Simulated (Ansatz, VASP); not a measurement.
# HfO2 in VASP and in Ansatz

INCAR

```
SYSTEM = HfO2
  ALGO = Normal
  EDIFF = 1E-7
  ENCUT = 520
  GGA = PE
  ISIF = 2
  ISMEAR = 0
  LASPH = .TRUE.
  LCHARG = .FALSE.
  LREAL = .FALSE.
  LWAVE = .FALSE.
  NBANDS = 18
  NELM = 100
  PREC = Accurate
  SIGMA = 0.05
```

File KPOINTS:

```
k-points
0
G
  8 8 8
  0 0 0
```

POSCAR

```
HfO2
1.0
    0.0000000000      2.5679218038      2.5679218038
    2.5488057606      0.0191160432      2.5488057606
    2.5488057606      2.5488057606      0.0191160432
Hf O
1 2
Direct
    0.0000000000      0.0000000000      0.0000000000
    0.2500000000      0.2500000000      0.2500000000
    0.7500000000      0.7500000000      0.7500000000
```

Input for Ansatz:

```yaml
crystal:
  lattice:
    - [0.0, 2.5679218038, 2.5679218038]
    - [2.5488057606, 0.0191160432, 2.5488057606]
    - [2.5488057606, 2.5488057606, 0.0191160432]
  atoms:
    - { symbol: Hf, position: [0.0, 0.0, 0.0] }
    - { symbol: O, position: [0.25, 0.25, 0.25] }
    - { symbol: O, position: [0.75, 0.75, 0.75] }
basis:
  ecutwfc: 420
kpoints:
  mp_grid: { grid: [8, 8, 8] }
hamiltonian:
  xc: pbe
scf:
  occupations: { method: gaussian, width: 0.05 }
output:
  forces: true
  stress: true
  eigenvalues: true
```

Change from the starting cell: strain +0.0150 x Voigt [0, 0, 0, 1, 0, 0], atoms carried along.

Alike in both runs: task single point; functional PBE; k mesh 8 × 8 × 8; occupations gaussian, width 0.05 eV; no spin polarisation.

|  | VASP | Ansatz |
| --- | --- | --- |
| version | VASP 6.6.1 | Ansatz 0.2.0 |
| potentials or method | VASP PAW PBE potentials, release 64 (Hf_pv, O) | scalar-relativistic, plane waves, PAW |
| plane-wave cutoff (eV) | 520 | 420 |
| valence electrons in the cell | 22 | 38 |

Ansatz gave:

| Property | Result |
| --- | --- |
| gap on the k mesh at the Fermi level (eV) | 3.75 |
| least direct gap on the mesh (eV) | 3.75 |
| pressure (GPa) | 0.1 |
| largest component of the traceless stress (GPa) | 1.32 |
| rms of the force components (eV/Å) | 0.047 |

Which values does VASP return?

gap on the k mesh at the Fermi level (eV): 3.76; least direct gap on the mesh (eV): 3.76; pressure (GPa): -3.6; largest component of the traceless stress (GPa): 1.25; rms of the force components (eV/Å): 0.043.

Atom by atom the forces differ by 0.004 eV/Å (rms over components). With one functional, cell and mesh, what is left measures potentials, basis and numerics. The two sets of potentials don't hold the same shells in valence.

Caveats: spin-orbit coupling is left out, which moves the levels of the heavy elements. A k mesh can miss the band edges.
